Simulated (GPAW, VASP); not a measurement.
This is a calculation of CdS (Greenockite) for VASP 6.6.1. 

File INCAR:

```
SYSTEM = CdS
PREC     = Accurate       ! precision mode
ENCUT    = 520            ! plane-wave cutoff, eV
EDIFF    = 1E-6           ! SCF threshold, eV
ISMEAR   = 0              ! smearing method
SIGMA    = 0.017          ! smearing width, eV
LREAL    = .False.        ! projectors in reciprocal space
LASPH    = .True.         ! aspherical terms in the spheres
NELM     = 100            ! most SCF steps
ALGO     = Fast           ! electronic algorithm
ISIF     = 2              ! what is computed and relaxed
LWAVE    = .False.        ! write WAVECAR
LCHARG   = .False.        ! write CHGCAR
GGA      = PE             ! functional
```

KPOINTS

```
Automatic mesh
0
Gamma
  7 7 4
  0 0 0
```

Contents of POSCAR:

```
CdS
1.0
    4.1500000000      0.0000000000      0.0000000000
   -2.0750000000      3.5940054257      0.0000000000
    0.0000000000      0.0000000000      6.7370000000
Cd S
2 2
Direct
    0.6666666667      0.3333333333      0.5000000000
    0.3333333333      0.6666666667      0.0000000000
    0.6666666667      0.3333333333      0.8750000000
    0.3333333333      0.6666666667      0.3750000000
```

Potentials or basis: VASP PAW PBE potentials, release 64 (Cd, S).

The run is started by

```console
$ cat potpaw_PBE.64/Cd/POTCAR potpaw_PBE.64/S/POTCAR > POTCAR
$ mpirun -np 1 vasp_std > vasp.out
```

Q: What does the same run look like in GPAW 26.7.0 (ASE script)? Potentials or basis there: GPAW PAW data sets (gpaw-data 1.2.1), cutoff 600 eV.

A: As run (cutoffs and basis follow the program's own potentials, and thresholds, step limits or extra output files can differ):

File run.py:

```python
from ase import Atoms
from ase.dft.bandgap import bandgap
from ase.io import write
from ase.units import GPa
from gpaw import GPAW, PW

atoms = Atoms(['Cd', 'Cd', 'S', 'S'],
              cell=[[4.15, 0.0, 0.0],
                    [-2.075, 3.5940054257, 0.0],
                    [0.0, 0.0, 6.737]],
              scaled_positions=[[0.6666666667, 0.3333333333, 0.5],
                                [0.3333333333, 0.6666666667, 0.0],
                                [0.6666666667, 0.3333333333, 0.875],
                                [0.3333333333, 0.6666666667, 0.375]],
              pbc=True)

calc = GPAW(mode=PW(600),
            xc='PBE',
            kpts={'size': (7, 7, 4), 'gamma': True},
            occupations={'name': 'methfessel-paxton', 'order': 0, 'width': 0.017},
            nbands=31,
            convergence={'density': 1e-05, 'energy': 1e-05},
            maxiter=150,
            txt='gpaw.txt')
atoms.calc = calc
energy = atoms.get_potential_energy()
forces = atoms.get_forces()
stress = atoms.get_stress()
calc.write('gs.gpw')
write('result.traj', atoms)
print(f'Energy: {energy:.6f} eV')
print('Forces (eV/A):')
print(forces.round(4))
print('Stress (GPa):', (stress / GPa).round(3))
print('Fermi level:', round(calc.get_fermi_level(), 4), 'eV')
print(f'Gap: {bandgap(calc)[0]:.4f} eV, direct: {bandgap(calc, direct=True)[0]:.4f} eV')
```

Potentials or basis: GPAW PAW data sets (gpaw-data 1.2.1), pw.

Command:

```sh
$ OMP_NUM_THREADS=1 python run.py
```

Both were run:

|  | VASP | GPAW |
| --- | --- | --- |
| Pressure | 2.4 GPa | 1.8 GPa |
| Largest force | 0.069 eV/Å | 0.067 eV/Å |

Pressure is positive in compression.
